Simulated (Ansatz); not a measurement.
# Cd (P6_3/mmc) in Ansatz: elastic constants with PBEsol

Aim: the elastic constants of Cd with PBEsol.

Everything below comes from runs of Ansatz 0.2.0. Logs are shortened: lines on timing, memory, paths and dates and some standing lists are left out, and cuts for length are marked.

**1. The structure**

It takes space group P6_3/mmc (No. 194, hexagonal). Conventional cell: a = 2.979 Å, b = 2.979 Å, c = 5.618 Å, α = 90.00°, β = 90.00°, γ = 120.00°. Cd (site symmetry -6m2) has 12 Cd at 2.98 to 3.29 Å as nearest neighbours.

**2. Elastic constants, PBEsol**

input.yaml reads:

```yaml
crystal:
  lattice:
    - [2.97887, 0.0, 0.0]
    - [-1.489435, 2.5797770946, 0.0]
    - [0.0, 0.0, 5.61765]
  atoms:
    - { symbol: Cd, position: [0.6666666667, 0.3333333333, 0.75] }
    - { symbol: Cd, position: [0.3333333333, 0.6666666667, 0.25] }
hamiltonian:
  xc: pbesol
  pseudopotentials: { kind: paw }
kpoints:
  mp_grid: { grid: [10, 10, 4] }
scf:
  occupations: { method: fermi_dirac, width: 0.05 }
output:
  forces: true
  stress: true
elastic:
  mode: relaxed_ion
  stencil: two_point
```

Potentials or basis: Ansatz PAW.

Command:

```console
$ ansatz run input.yaml --threads 2 --pin off --max-ram 5632MiB --backend cpu --events-out ev --progress --plain --runs-dir out
```

Standard output:

```text
Warning: RAYON_NUM_THREADS=2 ignored (pool sized by the plan → 2); use --threads N
Engine: ansatz 0.2.0, aarch64-unknown-linux-gnu
Pseudopotentials: kind: paw
Pseudopotential: Cd, paw, valence charge 20, recommended cutoff 420 eV (normal), Cd.paw.azcp
Functional definition: PBEsol
  exchange = pbesol_x
  correlation = pbesol_c
Crystal: 2 atoms, lattice volume = 43.171 Å³
Basis set: ecut = 420 eV, 835 PW (Γ), exchange–correlation on 40×40×80 points (8 copies of the dense FFT grid, shifted against one another)
Bands: 24, of which v1, the nominal top of the filled ones, is band 20 counted from 1 (19 counted from 0)
Symmetry: 24 space group operations
Space group: P63/mmc (ITA 194), of the structure as read, at distance tolerance 3.5e-5 Å
k-points: 42 of 400
Non-local potential: Cd, projectors of the file, l = 0: 3, l = 1: 2, l = 2: 2, l = 3: 1
PAW form: soft (Blöchl's): semilocal exchange-correlation on the pseudo side does not see the compensation charge
PAW frozen core: Cd, regenerated for the run's functional, and the local potential with it (the file was generated under x = pbe(κ = 0.804, μ = 0.2195149727645171), c = pbe(β = 0.06672455060314922))
PAW one-centre angular grid: Cd, 590 points (default); XC on 64 Gauss nodes
Initial density: superposition of atomic densities (neutral atoms: chi_scale 0, normalization atom), corrected by the library's trained network
Initial wavefunctions: pseudopotential atomic-orbital guess
Functional: x = pbesol(κ = 0.804, μ = 0.12345679012345678), c = pbesol(β = 0.046)
SCF iter   1: F=—  HF=-16368.142498 eV  |F-HF|=—  |Δ(HF+E_count)|=         —  Δρ=5.99e-3  dr2=1.38e-2  ethr=1.77e-3  ⟨swp⟩=5.8  Hψ=3920  notcnv=0
preconditioner: auto → Kerker (q_TF=auto, 2.694 Å⁻¹)  [metal: Δε(μ)=0.067 eV  Ē_g=13.150 eV  σ=0.050 eV  W_gap=0.33  n_scr=22 (ndim 8)  ℏωp=27.7 eV  f_vac=0.000  D(μ)=0.39/eV (n_scr^D=2)]
SCF iter   2: F=—  HF=-16368.138751 eV  |F-HF|=—  |Δ(HF+E_count)|=   3.75e-3  Δρ=1.83e-3  dr2=1.68e-3  ethr=3.45e-5  ⟨swp⟩=2.5  Hψ=1970  notcnv=0
SCF iter   3: F=—  HF=-16368.138191 eV  |F-HF|=—  |Δ(HF+E_count)|=   5.60e-4  Δρ=6.66e-4  dr2=1.71e-4  ethr=4.19e-6  ⟨swp⟩=2.0  Hψ=1383  notcnv=0
SCF iter   4: F=—  HF=-16368.138140 eV  |F-HF|=—  |Δ(HF+E_count)|=   5.08e-5  Δρ=1.35e-4  dr2=6.10e-6  ethr=4.28e-7  ⟨swp⟩=2.4  Hψ=1524  notcnv=0
SCF iter   5: F=—  HF=-16368.138181 eV  |F-HF|=—  |Δ(HF+E_count)|=   4.09e-5  Δρ=2.67e-5  dr2=3.30e-7  ethr=1.53e-8  ⟨swp⟩=2.3  Hψ=1819  notcnv=0
SCF iter   6: F=—  HF=-16368.138173 eV  |F-HF|=—  |Δ(HF+E_count)|=   8.02e-6  Δρ=4.26e-6  dr2=8.22e-9  ethr=8.26e-10  ⟨swp⟩=2.2  Hψ=1452  notcnv=0
SCF iter   7: F=—  HF=-16368.138173 eV  |F-HF|=—  |Δ(HF+E_count)|=  7.02e-10  Δρ=1.38e-6  dr2=7.70e-10  ethr=2.05e-11  ⟨swp⟩=1.5  Hψ=1084  notcnv=0
SCF iter   8: F=—  HF=-16368.138173 eV  |F-HF|=—  |Δ(HF+E_count)|=  6.55e-11  Δρ=2.24e-7  dr2=2.08e-11  ethr=1.93e-12  ⟨swp⟩=2.0  Hψ=1477  notcnv=0
SCF iter   9: F=—  HF=-16368.138173 eV  |F-HF|=—  |Δ(HF+E_count)|=  1.82e-12  Δρ=4.01e-8  dr2=7.53e-13  ethr=5.20e-14 (applied; sched 1.00e-12)  ⟨swp⟩=2.0  Hψ=1515  notcnv=0
SCF iter  10: F=-16368.138173 eV  HF=-16368.138173 eV  |F-HF|=1.82e-12  |Δ(HF+E_count)|=  1.82e-12  Δρ=8.60e-9  dr2=3.20e-14  ethr=1.00e-12  ⟨swp⟩=4.0  Hψ=3010  notcnv=0
SCF 1 converged in 10 iterations: F = -16368.138173 eV  dr2 = 3.20e-14
Crystal: 2 atoms, lattice volume = 43.084 Å³
Symmetry: 8 space group operations
k-points: 93 of 400
Initial density: handed on by an earlier stage of this run
Initial wavefunctions: pseudopotential atomic-orbital guess (no wavefunctions were taken with the density)
iter 1 solved again at ethr=4.28e-5 eV; its pass at ethr=3.10e-3 eV (dr2=1.71e-2 eV) is discarded
SCF iter   1: F=—  HF=-16368.145370 eV  |F-HF|=—  |Δ(HF+E_count)|=         —  Δρ=8.27e-3  dr2=1.71e-2  ethr=4.28e-5  ⟨swp⟩=1.1  Hψ=11471  notcnv=0
preconditioner: auto → Kerker (q_TF=auto, 2.695 Å⁻¹)  [metal: Δε(μ)=0.038 eV  Ē_g=13.167 eV  σ=0.050 eV  W_gap=0.19  n_scr=22 (ndim 8)  ℏωp=27.7 eV  f_vac=0.000  D(μ)=0.41/eV (n_scr^D=2)]
SCF iter   2: F=—  HF=-16368.139352 eV  |F-HF|=—  |Δ(HF+E_count)|=   6.02e-3  Δρ=2.77e-3  dr2=2.00e-3  ethr=4.26e-5  ⟨swp⟩=2.0  Hψ=3639  notcnv=0
SCF iter   3: F=—  HF=-16368.138645 eV  |F-HF|=—  |Δ(HF+E_count)|=   7.07e-4  Δρ=7.79e-4  dr2=2.12e-4  ethr=5.01e-6  ⟨swp⟩=2.2  Hψ=3512  notcnv=0
SCF iter   4: F=—  HF=-16368.138586 eV  |F-HF|=—  |Δ(HF+E_count)|=   5.91e-5  Δρ=1.35e-4  dr2=8.48e-6  ethr=5.29e-7  ⟨swp⟩=3.1  Hψ=4174  notcnv=0
SCF iter   5: F=—  HF=-16368.138608 eV  |F-HF|=—  |Δ(HF+E_count)|=   2.22e-5  Δρ=3.66e-5  dr2=4.93e-7  ethr=2.12e-8  ⟨swp⟩=2.6  Hψ=3319  notcnv=0
SCF iter   6: F=—  HF=-16368.138598 eV  |F-HF|=—  |Δ(HF+E_count)|=   1.03e-5  Δρ=5.93e-6  dr2=9.12e-9  ethr=1.23e-9  ⟨swp⟩=2.2  Hψ=3552  notcnv=0
SCF iter   7: F=—  HF=-16368.138598 eV  |F-HF|=—  |Δ(HF+E_count)|=   1.44e-9  Δρ=9.53e-7  dr2=3.71e-10  ethr=2.28e-11  ⟨swp⟩=2.7  Hψ=4018  notcnv=0
SCF iter   8: F=—  HF=-16368.138598 eV  |F-HF|=—  |Δ(HF+E_count)|=  3.82e-11  Δρ=1.95e-7  dr2=1.61e-11  ethr=9.27e-13 (applied; sched 1.00e-12)  ⟨swp⟩=2.3  Hψ=2938  notcnv=0
[... 122 lines left out ...]
iter 1 solved again at ethr=1.00e-12 eV; its pass at ethr=3.10e-3 eV (dr2=4.55e-12 eV) is discarded
SCF iter   1: F=—  HF=-16368.138144 eV  |F-HF|=—  |Δ(HF+E_count)|=         —  Δρ=2.36e-7  dr2=5.12e-12  ethr=1.00e-12  ⟨swp⟩=2.9  Hψ=13509  notcnv=0
SCF iter   2: F=—  HF=-16368.138161 eV  |F-HF|=—  |Δ(HF+E_count)|=   1.67e-5  Δρ=1.03e-7  dr2=7.19e-13  ethr=1.28e-14 (applied; sched 1.00e-12)  ⟨swp⟩=3.0  Hψ=6563  notcnv=0
SCF iter   3: F=—  HF=-16368.138161 eV  |F-HF|=—  |Δ(HF+E_count)|=  3.64e-12  Δρ=7.12e-8  dr2=3.73e-13  ethr=1.80e-15 (applied; sched 1.00e-12)  ⟨swp⟩=1.0  Hψ=2808  notcnv=0
SCF iter   4: F=—  HF=-16368.138161 eV  |F-HF|=—  |Δ(HF+E_count)|=    0.00e0  Δρ=4.31e-8  dr2=1.59e-13  ethr=9.33e-16 (applied; sched 1.00e-12)  ⟨swp⟩=1.0  Hψ=2808  notcnv=0
SCF iter   5: F=-16368.138161 eV  HF=-16368.138161 eV  |F-HF|=3.64e-12  |Δ(HF+E_count)|=  3.64e-12  Δρ=3.08e-8  dr2=8.71e-14  ethr=1.00e-12  ⟨swp⟩=3.0  Hψ=6863  notcnv=0
SCF 14 converged in 5 iterations: F = -16368.138161 eV  dr2 = 8.71e-14
SCF converged after 10 iterations
Free energy (F): -16368.138173 eV
Harris-Foulkes:  -16368.138173 eV  (|F-HF|=1.82e-12)
Internal energy: -16368.135007 eV  (E = F + TS)
E sigma→0 (E₀):  -16368.136590 eV
Entropy (-TS):   -0.003166 eV (-1.583 meV/atom)
Fermi energy:    14.413726 eV
--- Per-component energies (eV) ---
  E_band       = -793.106278
  E_kinetic    = 1009.356333
  E_local      = -5879.792553  (includes V_loc(G=0)·N_el)
  E_nonlocal   = 70.362766
  E_hartree    = 2762.646904
  E_xc         = -351.668935
  E_vxc        = -443.092306  (∫ρ·V_xc dr)
  E_paw        = -8025.091059  (= ΣΔE_a)
  E_vpaw       = -1075.234350  (= ΣTr[D̂ρ^β])
  E_aug_tail   = 0.000027  (compensation charges beyond the density's cutoff)
  E_ewald      = -5954.632409
  E_core_change = 0.683919  (= ΣΔE_core)
  E_smearing   = -0.003166  (= −TS)
  E_closure    = -0.000000  (closes the sum)
  Σ components = -16368.138173   (vs F -16368.138173, Δ=0.00e0)
--- Forces (eV/Å), atoms counted from 1 ---
  atom   1  Cd     0.00000000    -0.00000000    -0.00000000
  atom   2  Cd    -0.00000000     0.00000000     0.00000000
  max |Σ_I F_I| component: 1.85e-17 eV/Å
--- Stress (GPa, compression-positive) ---
       -0.912071      -0.000000       0.000000
       -0.000000      -0.912071       0.000000
        0.000000       0.000000      -3.368676
  P = ⅓ Tr σ = -1.7309 GPa (-17.309 kbar)
--- Band table (eV; the first three rows and the last of 42) ---
  k-point 0: bands = ["-88.4334", "-88.4323", "-49.5267", "-49.5073", "-49.4831", "-49.4831", "-49.4810", "-49.4810", "4.6811", "4.9497", "5.3323", "5.3323", "5.3841", "5.3841", "5.6340", "5.8585", "5.8585", "6.1131", "6.1131", "11.4490", "11.4865", "24.8297", "28.2433", "29.1755"]
  k-point 1: bands = ["-88.4332", "-88.4324", "-49.5239", "-49.5101", "-49.4828", "-49.4828", "-49.4813", "-49.4813", "4.7198", "4.9098", "5.3306", "5.3306", "5.3688", "5.3688", "5.9054", "5.9054", "6.0101", "6.0838", "6.0838", "8.9635", "14.5780", "22.1056", "28.2770", "29.0571"]
  k-point 2: bands = ["-88.4328", "-88.4328", "-49.5170", "-49.5170", "-49.4820", "-49.4820", "-49.4820", "-49.4820", "4.8142", "4.8142", "5.3416", "5.3416", "5.3416", "5.3416", "6.0030", "6.0030", "6.0030", "6.0030", "7.1292", "7.1292", "18.1969", "18.1969", "28.5149", "28.5149"]
  k-point 41: bands = ["-88.4283", "-88.4283", "-49.5245", "-49.5245", "-49.5152", "-49.5152", "-49.5085", "-49.5085", "5.1203", "5.1203", "5.3110", "5.3110", "5.4918", "5.4918", "5.7181", "5.7181", "6.1151", "6.1151", "14.2962", "14.2962", "16.6867", "16.6867", "17.1482", "17.1482"]
--- Elastic constants: 3 strain directions × 2 members + reference (group order 24) ---
  dense FFT box of the reference and of every strained cell: 20×20×40
  strains applied: 11, 33, 23; error gains: componentwise 1.00 (the most a stress slope's error grows in a printed constant), spectral 1.41 (1 for all six strains in a standard setting)
  C = ∂σ_k/∂η_j (tension-positive GPa; Voigt order 11 22 33 23 13 12):
       121.215     41.373     22.431     -0.000      0.000     -0.000
        41.373    121.215     22.431     -0.000      0.000      0.000
        20.017     20.017     67.014     -0.000      0.000      0.000
         0.000     -0.000      0.000     21.179     -0.000     -0.000
        -0.000      0.000     -0.000     -0.000     21.179      0.000
        -0.000      0.000     -0.000     -0.000      0.000     39.921
  reference stress σ⁰ (GPa):      0.912      0.912      3.369     -0.000     -0.000      0.000
  C* (energy form; C + prestress term) asymmetry max|C*_kj − C*_jk| = 4.248e-2 GPa — a small one proves nothing (zero by symmetry where the batch's group is 432, −43m or m−3m); a large one is finite-difference/SCF noise where every solve meets its electron count
  moduli (Voigt/Reuss/Hill, GPa): K = 53.01/47.21/50.11   G = 31.50/28.35/29.92   E = 74.87   ν = 0.251
  mechanically stable: yes (min eigenvalue of sym C = 21.18 GPa)
  strain η (Voigt 11):  stress-route row diagonal C_11 = 121.22 GPa, energy-path curvature d²(F+E_count+ΔE)/dδ²/Ω₀ = 121.34 GPa
         δ    σ_11 (GPa)             F (eV)   n_scf  n_hpsi   n_pw
    -2.000e-3       0.6690      -16368.1385995       5   27323    863   relax 3 steps, max|allowed force component| 1.55e-6 eV/Å
     2.000e-3       1.1539      -16368.1376190       5   27307    863   relax 2 steps, max|allowed force component| 3.14e-6 eV/Å
  strain η (Voigt 33):  stress-route row diagonal C_33 = 67.01 GPa, energy-path curvature d²(F+E_count+ΔE)/dδ²/Ω₀ = 67.08 GPa
         δ    σ_33 (GPa)             F (eV)   n_scf  n_hpsi   n_pw
    -2.000e-3       3.2298      -16368.1399472       8   17110    859   relax 0 steps, max|allowed force component| 1.02e-16 eV/Å
     2.000e-3       3.4978      -16368.1363256       5   13625    863   relax 0 steps, max|allowed force component| 1.99e-16 eV/Å
  strain η (Voigt 23):  stress-route row diagonal C_44 = 21.18 GPa, energy-path curvature d²(F+E_count+ΔE)/dδ²/Ω₀ = 20.14 GPa
         δ    σ_23 (GPa)             F (eV)   n_scf  n_hpsi   n_pw
    -2.000e-3      -0.0424      -16368.1381606       5   34179    863   relax 1 steps, max|allowed force component| 9.78e-6 eV/Å
     2.000e-3       0.0424      -16368.1381606       5   34183    863   relax 1 steps, max|allowed force component| 9.78e-6 eV/Å
```

Wall time 29 s (2 threads of Arm Neoverse V2, shared host); peak memory 0.39 GiB.

Results:

```
Free energy            : -16368.1382 eV
Pressure               : -1.7 GPa
Band gap on the k mesh : none (metal or under the smearing width)
Voigt bulk modulus     : 53 GPa
```

Elastic tensor in Voigt notation (GPa, in the Cartesian axes of the cell as first typed):
```
121  41  22   0   0   0
 41 121  22   0   0   0
 20  20  67   0   0   0
  0   0   0  21   0   0
  0   0   0   0  21   0
  0   0   0   0   0  40
```

Caveat: elastic constants of metals need much finer meshes, so these are rough; the PAW data sets come from PBE, with cores solved anew for the run's functional, which leaves a small shift of forces and pressure.
